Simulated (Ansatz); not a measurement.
A single-point calculation of a 4-atom cell of CuI (P4/nmm) from a materials database with the PAW code Ansatz, at the level HSE06. The cell was relaxed with r2SCAN+rVV10 and then strained (isotropic -4.18 % on every length), with the atoms relaxed again with r2SCAN+rVV10; k points keep the names of the unstrained zone.

Input (YAML):
```yaml
crystal:
  lattice:
    - [3.8856065044, 0.0, 0.0]
    - [0.0, 3.8856065044, 0.0]
    - [0.0, 0.0, 6.0804341719]
  atoms:
    - { symbol: Cu, position: [0.5, 0.5, 0.0] }
    - { symbol: Cu, position: [0.0, 0.0, 0.0] }
    - { symbol: I, position: [0.5, 0.0, 0.2857098839] }
    - { symbol: I, position: [0.0, 0.5, 0.7142901161] }
kpoints:
  mp_grid: { grid: [4, 4, 4] }
  band_path:
    path:
      - [0.0, 0.0, 0.0]
      - [0.0, 0.5, 0.0]
      - [0.5, 0.5, 0.0]
      - [0.0, 0.0, 0.5]
      - [0.0, 0.5, 0.5]
      - [0.5, 0.5, 0.5]
    npoints: 1
hamiltonian:
  xc: hse06
scf:
  occupations: { method: fixed }
  n_extra_bands: 5
output:
  forces: true
  stress: true
  eigenvalues: true
```

Command: `ansatz run input.yaml --threads 4 --pin off --max-ram 4608MiB --backend cpu --events-out ev --progress --plain --runs-dir out`.

**Question.** It ran on 4 threads of Intel(R) Xeon(R) Platinum 8259CL CPU @ 2.50GHz (Skylake/Cascade Lake), with other jobs on the host. About how long did it take, and how much host memory at the peak?

**Answer.** About 67 s, with a peak of 1.9 GiB.

**Question.** What does the program print?

**Answer.** Abridged output:
```
Pseudopotential: Cu, paw, valence charge 19, recommended cutoff 420 eV (normal)
Pseudopotential: I, paw, valence charge 17, recommended cutoff 420 eV (normal)
Functional definition: HSE06
Crystal: 4 atoms, lattice volume = 91.802 Å³
Basis set: ecut = 420 eV, 1805 PW (Γ)
Bands: 41, of which v1, the nominal top of the filled ones, is band 36 counted from 1 (35 counted from 0)
Symmetry: 16 space group operations
Space group: P4/nmm (ITA 129)
k-points: 18 of 64
Exchange kernel: α = 0.2500, screened, ω = 0.2079 Å⁻¹, Wigner–Seitz truncation, v(0) = 1036.8310 eV·Å³, q-mesh 4×4×4
preconditioner: auto → none  [insulator: Δε(μ)=2.987 eV  ℏωp=23.3 eV]
hybrid outer 1: dexx = +3.261e-2 eV, tail = 2.54e-4 eV
hybrid outer 2: dexx = +1.681e-6 eV, tail = 1.35e-7 eV, Δε = 1.04e-2 eV, ΔF = 1.59e-3 eV/Å
hybrid outer 3: dexx = +2.489e-9 eV, tail = 3.48e-9 eV, Δε = 2.47e-4 eV, ΔF = 1.41e-4 eV/Å
Free energy (F): -28284.402100 eV
Fermi energy:    10.197904 eV
--- Forces (eV/Å), atoms counted from 1 ---
  atom   1  Cu      0.00000      0.00000      0.00000
  atom   2  Cu      0.00000      0.00000      0.00000
  atom   3  I       0.00000      0.00000      0.07019
  atom   4  I       0.00000      0.00000    -0.07019
--- Stress (GPa, compression-positive) ---
        7.861785       0.000000       0.000000
        0.000000       7.861785       0.000000
        0.000000       0.000000       5.593559
  P = ⅓ Tr σ = 7.1057 GPa (71.057 kbar)
--- Band table (eV; the first three rows and the last of 18) ---
  k-point 0: bands = […, 7.8226, 7.8226, 7.9625, 8.9216, 10.1979, 10.1979, 13.0478, 14.6477, 14.6608, 16.0682, …]
  k-point 1: bands = […, 7.9624, 7.9822, 7.9822, 8.3355, 9.7981, 9.7981, 13.9118, 14.7914, 14.9450, 16.0108, …]
  k-point 2: bands = […, 7.7350, 7.9621, 8.2590, 8.2590, 9.3113, 9.3113, 15.0936, 15.1931, 15.3110, 15.3154, …]
  k-point 17: bands = […, 7.0957, 7.0957, 7.2363, 7.2363, 8.3881, 8.3881, 15.3439, 15.3439, 15.9591, 15.9591, …]
```
Iteration counts and the last digits belong to this one run.

The rows of the band table are 0: (0, 0, 0) = Γ, 1: (0, 0, 1/4), 2: (0, 0, -1/2) = Z, 17: (-1/2, -1/2, -1/2) = A.

The file bands.tsv (bands near the Fermi energy, numbered from 0, rounded):
```tsv
# k_distance	band_31	band_32	band_33	band_34	band_35	band_36	band_37	band_38	band_39
# fermi_ev = 10.197904
# [0, 0, 0] at k_distance = 0.000000
# [0, 0.5, 0] at k_distance = 0.808521
# [0.5, 0.5, 0] at k_distance = 1.617041
# [0, 0, 0.5] at k_distance = 2.871777
# [0, 0.5, 0.5] at k_distance = 3.680297
# [0.5, 0.5, 0.5] at k_distance = 4.488818
# levels_relative_to = fermi_ev
0.000	-2.375	-2.235	-1.276	0.000	0.000	2.850	4.450	4.463	5.870
0.809	-3.207	-2.188	-2.188	-0.815	-0.815	5.386	5.386	5.742	5.742
1.617	-2.870	-2.839	-2.839	-2.110	-2.110	3.113	3.113	3.260	3.260
2.872	-2.236	-1.939	-1.939	-0.887	-0.887	4.896	4.995	5.113	5.118
3.680	-3.206	-1.203	-1.203	-0.755	-0.755	3.102	3.102	6.493	6.493
4.489	-3.102	-2.962	-2.962	-1.810	-1.810	5.146	5.146	5.761	5.761
```
In order the rows are Γ, X, M, Z, R, A.

With HSE06 the gap is 2.85 eV and direct, at Γ. The gap is the least over the mesh and the extra points. The mean pressure at these positions is +7.1 GPa, compression counted positive. (The program warns that its thresholds are loose for a hybrid's stress.) The largest force is 0.07 eV/Å.

(Simulation; spin polarisation is off.)

Spin-orbit coupling is left out, which matters wherever the heavy atoms make up the band edges.

The meshes of the hybrids are coarse, so their gaps aren't converged to the digits shown.
